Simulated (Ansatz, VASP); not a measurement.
**Two plane-wave programs on F**

```xyz
1
Lattice="1.8479 0.0000 0.0000 0.0000 1.8479 0.0000 0.0000 0.0000 1.8479" Properties=species:S:1:pos:R:3 pbc="T T T"
F     0.0000    0.0000    0.0000
```

Change from the starting cell: volume scaled by 0.6, PAW files.

Alike in both runs: task single point; functional PBE; k mesh 17 × 17 × 17; occupations fermi-dirac, width 0.05 eV; no spin polarisation.

|  | VASP | Ansatz |
| --- | --- | --- |
| version | VASP 6.6.1 | Ansatz 0.2.0 |
| potentials or method | VASP PAW PBE potentials, release 64 (F) | PAW with Ansatz's default frozen-core files, scalar-relativistic |
| plane-wave cutoff (eV) | 520 | 420 |
| valence electrons in the cell | 7 | 7 |

Ansatz gave:

```
pressure (GPa) : 118.9
```

Problem. Which values does VASP return?

Solution. Pressure (GPa): 118.3.

Caveats: the cell as given lies far from equilibrium; so large a pressure means that the cell lies far from this level's equilibrium, or that cutoff or potentials fall short (VASP); an odd number of electrons without spin polarisation forces a metal; a magnetic or distorted state may lie lower.
